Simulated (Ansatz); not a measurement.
# GaAs (F-43m) in Ansatz: further runs

One crystal, GaAs, is run at these levels: SVWN5, PBE; tasks: band structure, single point, equation of state.

Program: Ansatz 0.2.0. These are calculated values, not measurements. Logs are shortened: lines on timing, memory, paths and dates and some standing lists are left out, and cuts for length are marked.

**Experimental background.**

From “Evidence of valence band perturbations in GaAsN/GaAs(001): A combined variable-angle spectroscopic ellipsometry and modulated photoreflectance investigation”, 2008, arxiv:0805.2212, for a bulk crystal of GaAs at 300 K: band gap 1.418 ± 0.005 eV (direct).

How close the calculation comes is told below.

### Step 1. The structure

The structure is cubic, space group F-43m (No. 216). The conventional cell has a = 5.654 Å, b = 5.654 Å, c = 5.654 Å, α = 90.00°, β = 90.00°, γ = 90.00°. As (site symmetry -43m) is surrounded by 4 Ga at 2.45 Å. Around Ga (site symmetry -43m) lie 4 As at 2.45 Å.

### Step 2. Band structure, SVWN5

File input.yaml:

```yaml
crystal:
  lattice:
    - [0.0, 2.82685, 2.82685]
    - [2.82685, 0.0, 2.82685]
    - [2.82685, 2.82685, 0.0]
  atoms:
    - { symbol: As, position: [0.75, 0.75, 0.75] }
    - { symbol: Ga, position: [0.0, 0.0, 0.0] }
hamiltonian:
  xc: { exchange: slater, correlation: vwn5 }
  pseudopotentials: { kind: paw }
kpoints:
  mp_grid: { grid: [8, 8, 8] }
  band_path:
    path:
      - [[0.0, 0.0, 0.0], [0.5, 0.0, 0.5], [0.5, 0.25, 0.75], [0.375, 0.375, 0.75], [0.0, 0.0, 0.0], [0.5, 0.5, 0.5], [0.625, 0.25, 0.625], [0.5, 0.25, 0.75], [0.5, 0.5, 0.5], [0.375, 0.375, 0.75]]
      - [[0.625, 0.25, 0.625], [0.5, 0.0, 0.5]]
    npoints: 14
scf:
  occupations: { method: fermi_dirac, width: 0.05 }
  n_extra_bands: 6
output:
  forces: true
  stress: true
  eigenvalues: true
  fatbands: true
```

Potentials or basis: Ansatz PAW.

The run is started by

```
> ansatz run input.yaml --threads 2 --pin off --max-ram 5120MiB --backend cpu --events-out ev --progress --plain --runs-dir out
```

Standard output:

```text
Warning: RAYON_NUM_THREADS=2 ignored (pool sized by the plan → 2); use --threads N
scf.n_extra_bands = 6 over 14 filled bands (N_el = 28.0): the run solves 20 bands
Engine: ansatz 0.2.0, x86_64-unknown-linux-gnu
Pseudopotentials: kind: paw
Pseudopotential: As, paw, valence charge 15, recommended cutoff 420 eV (normal), As.paw.azcp
Pseudopotential: Ga, paw, valence charge 13, recommended cutoff 420 eV (normal), Ga.paw.azcp
Functional definition: unnamed
  exchange = slater_x
  correlation = vwn5_c
Crystal: 2 atoms, lattice volume = 45.179 Å³
Basis set: ecut = 420 eV, 893 PW (Γ)
Bands: 20, of which v1, the nominal top of the filled ones, is band 14 counted from 1 (13 counted from 0)
Symmetry: 24 space group operations
Space group: F-43m (ITA 216), of the structure as read, at distance tolerance 3.6e-5 Å
k-points: 29 of 512 (time reversal used)
Non-local potential: As, projectors of the file, l = 0: 2, l = 1: 2, l = 2: 3, l = 3: 1
Non-local potential: Ga, projectors of the file, l = 0: 2, l = 1: 2, l = 2: 3, l = 3: 1
PAW form: soft (Blöchl's): semilocal exchange-correlation on the pseudo side does not see the compensation charge
PAW frozen core: As, regenerated for the run's functional, and the local potential with it (the file was generated under x = pbe(κ = 0.804, μ = 0.2195149727645171), c = pbe(β = 0.06672455060314922))
PAW frozen core: Ga, regenerated for the run's functional, and the local potential with it (the file was generated under x = pbe(κ = 0.804, μ = 0.2195149727645171), c = pbe(β = 0.06672455060314922))
PAW one-centre angular grid: As, 590 points (default); XC on 64 Gauss nodes
PAW one-centre angular grid: Ga, 590 points (default); XC on 64 Gauss nodes
Initial density: superposition of atomic densities (neutral atoms: chi_scale 0, normalization atom), corrected by the library's trained network
Initial wavefunctions: pseudopotential atomic-orbital guess
Functional: x = slater, c = vwn5
SCF iter   1: F=—  HF=-8482.005993 eV  |F-HF|=—  |Δ(HF+E_count)|=         —  Δρ=4.97e-3  dr2=7.62e-3  ethr=1.77e-3  ⟨swp⟩=5.9  Hψ=2813  notcnv=0  defer=2
preconditioner: auto → none  [insulator: Δε(μ)=0.256 eV  Ē_g=17.202 eV  σ=0.050 eV  W_gap=0.83  n_scr=14 (ndim 8)  ℏωp=23.4 eV  f_vac=0.086  D(μ)=0.02/eV (n_scr^D=0)  ε∞_Penn≈2.9]
SCF iter   2: F=—  HF=-8482.003286 eV  |F-HF|=—  |Δ(HF+E_count)|=   2.71e-3  Δρ=2.63e-3  dr2=1.18e-3  ethr=2.72e-5  ⟨swp⟩=2.9  Hψ=1275  notcnv=0  defer=31
SCF iter   3: F=—  HF=-8482.003187 eV  |F-HF|=—  |Δ(HF+E_count)|=   9.92e-5  Δρ=7.62e-4  dr2=2.29e-4  ethr=4.22e-6  ⟨swp⟩=2.0  Hψ=792  notcnv=0  defer=31
SCF iter   4: F=—  HF=-8482.003081 eV  |F-HF|=—  |Δ(HF+E_count)|=   1.06e-4  Δρ=2.58e-4  dr2=1.25e-5  ethr=8.19e-7  ⟨swp⟩=2.0  Hψ=799  notcnv=0  defer=31
SCF iter   5: F=—  HF=-8482.003076 eV  |F-HF|=—  |Δ(HF+E_count)|=   4.19e-6  Δρ=1.50e-5  dr2=8.48e-8  ethr=4.47e-8  ⟨swp⟩=2.0  Hψ=795  notcnv=0  defer=31
SCF iter   6: F=-8482.003076 eV  HF=-8482.003076 eV  |F-HF|=7.08e-9  |Δ(HF+E_count)|=   3.00e-9  Δρ=3.26e-6  dr2=2.88e-9  ethr=3.03e-10  ⟨swp⟩=5.3  Hψ=2558  notcnv=0
SCF 1 converged in 6 iterations: F = -8482.003076 eV  dr2 = 2.88e-9
NSCF: frozen V_eff on 142 k-points
SCF converged after 6 iterations
Free energy (F): -8482.003076 eV
Harris-Foulkes:  -8482.003076 eV  (|F-HF|=7.08e-9)
Internal energy: -8482.002922 eV  (E = F + TS)
E sigma→0 (E₀):  -8482.002999 eV
Entropy (-TS):   -0.000154 eV (-0.077 meV/atom)
Fermi energy:    8.039781 eV
--- Per-component energies (eV) ---
  E_band       = -323.982455
  E_kinetic    = 220.205309
  E_local      = -3927.189505  (includes V_loc(G=0)·N_el)
  E_nonlocal   = -238.521813
  E_hartree    = 1973.803446
  E_xc         = -147.953787
  E_vxc        = -138.427440  (∫ρ·V_xc dr)
  E_paw        = -3667.424194  (= ΣΔE_a)
  E_vpaw       = -187.654648  (= ΣTr[D̂ρ^β])
  E_aug_tail   = -0.000146  (compensation charges beyond the density's cutoff)
  E_ewald      = -2698.727786
  E_core_change = 3.805553  (= ΣΔE_core)
  E_smearing   = -0.000154  (= −TS)
  E_closure    = 0.000000  (closes the sum)
  Σ components = -8482.003076   (vs F -8482.003076, Δ=0.00e0)
--- Forces (eV/Å), atoms counted from 1 ---
  atom   1  As     0.00000000    -0.00000000    -0.00000000
  atom   2  Ga    -0.00000000     0.00000000     0.00000000
  max |Σ_I F_I| component: 1.83e-16 eV/Å
--- Stress (GPa, compression-positive) ---
       -1.950838      -0.000000      -0.000000
        0.000000      -1.950838       0.000000
       -0.000000       0.000000      -1.950838
  P = ⅓ Tr σ = -1.9508 GPa (-19.508 kbar)
--- Band table (eV; the first three rows and the last of 29) ---
  k-point 0: bands = ["-27.4295", "-27.4295", "-27.4295", "-27.4195", "-27.4195", "-7.0376", "-7.0376", "-7.0376", "-6.9597", "-6.9597", "-4.9155", "7.8673", "7.8673", "7.8673", "8.1507", "11.5543", "11.5543", "11.5543", "15.2145", "18.0837"]
  k-point 1: bands = ["-27.4294", "-27.4294", "-27.4294", "-27.4194", "-27.4194", "-7.0509", "-7.0341", "-7.0341", "-6.9599", "-6.9599", "-4.7336", "5.8295", "7.6300", "7.6300", "9.3073", "11.9019", "11.9019", "11.9743", "16.1788", "17.1625"]
  k-point 2: bands = ["-27.4294", "-27.4290", "-27.4290", "-27.4194", "-27.4194", "-7.0801", "-7.0264", "-7.0264", "-6.9595", "-6.9595", "-4.2257", "3.6658", "7.1870", "7.1870", "9.1690", "12.4198", "12.4198", "13.6819", "16.6458", "16.9058"]
  k-point 28: bands = ["-27.4292", "-27.4288", "-27.4277", "-27.4196", "-27.4189", "-7.1355", "-7.0067", "-6.9938", "-6.9704", "-6.9561", "-2.3680", "1.1797", "4.3128", "4.5030", "12.4014", "12.5050", "13.1668", "13.8232", "18.7905", "20.0818"]
```

fatbands.tsv:

```text
# ik	k_distance	band	e_minus_ef	as0_l0_4S	as0_l1_4P	as0_l2_3D	ga1_l0_4S	ga1_l1_4P	ga1_l2_3D
# fermi_ev = 8.039781
# lock_threshold_ev = 1e-12
# [0, 0, 0] at k_distance = 0.000000
# [0.5, 0, 0.5] at k_distance = 1.111340
# [0.5, 0.25, 0.75] at k_distance = 1.667011
# [0.375, 0.375, 0.75] at k_distance = 2.059929
# [0, 0, 0] at k_distance = 3.238683
# [0.5, 0.5, 0.5] at k_distance = 4.201132
# [0.625, 0.25, 0.625] at k_distance = 4.881687
# [0.5, 0.25, 0.75] at k_distance = 5.274605
# [0.5, 0.5, 0.5] at k_distance = 6.060441
# [0.375, 0.375, 0.75] at k_distance = 6.740995
# [0.625, 0.25, 0.625] at k_distance = 6.740995
# [0.5, 0, 0.5] at k_distance = 7.133914
# jumps = 127
# n_points = 142
0	0.000000	0	-35.469269	0.000000	0.000001	0.998850	0.000000	0.001104	0.000031
0	0.000000	1	-35.469269	0.000000	0.000001	0.998850	0.000000	0.001104	0.000031
0	0.000000	2	-35.469269	0.000000	0.000001	0.998850	0.000000	0.001104	0.000031
0	0.000000	3	-35.459239	0.000000	0.000000	0.999956	0.000000	0.000000	0.000027
0	0.000000	4	-35.459239	0.000000	0.000000	0.999956	0.000000	0.000000	0.000027
0	0.000000	5	-15.077409	0.000000	0.011258	0.000035	0.000000	0.000067	0.988552
[... 2517 lines left out ...]
126	6.740995	3	-35.459447	0.000005	0.000002	0.999536	0.000000	0.000434	0.000010
126	6.740995	4	-35.458562	0.000000	0.000002	0.999864	0.000000	0.000116	0.000003
1
```

It took 3.1 s on 2 threads of INTEL XEON PLATINUM 8581C at 2.10GHz (Emerald Rapids), shared host; peak memory 0.39 GiB.

What came out:

| Item | Value |
| --- | --- |
| Free energy | -8482.0031 eV |
| Pressure | -2.0 GPa |
| Band gap on the k mesh | 0.28 eV, direct |
| Band gap along the path | 0.28 eV, direct |

Levels at the corners of the path, in eV from the valence-band top:
| point | band 12 | band 13 | band 14 | band 15 | band 16 | band 17 |
| --- | --- | --- | --- | --- | --- | --- |
| Γ | 0.00 | 0.00 | 0.00 | 0.28 | 3.69 | 3.69 |
| X | -6.87 | -2.68 | -2.68 | 1.35 | 1.56 | 10.04 |
| W | -6.69 | -3.55 | -3.36 | 4.53 | 4.64 | 5.30 |
| K | -6.69 | -3.88 | -2.26 | 1.86 | 4.55 | 7.82 |
| Γ | 0.00 | 0.00 | 0.00 | 0.28 | 3.69 | 3.69 |
| L | -6.69 | -1.14 | -1.14 | 0.85 | 4.60 | 4.60 |
| U | -6.69 | -3.88 | -2.26 | 1.86 | 4.55 | 7.82 |
| W | -6.69 | -3.55 | -3.36 | 4.53 | 4.64 | 5.30 |
| L | -6.69 | -1.14 | -1.14 | 0.85 | 4.60 | 4.60 |
| K | -6.69 | -3.88 | -2.26 | 1.86 | 4.55 | 7.82 |
| U | -6.69 | -3.88 | -2.26 | 1.86 | 4.55 | 7.82 |
| X | -6.87 | -2.68 | -2.68 | 1.35 | 1.56 | 10.04 |

Caveat: the PAW data sets come from PBE, with cores solved anew for the run's functional, which leaves a small shift of forces and pressure.

(Part 1 of 2 ends here.)
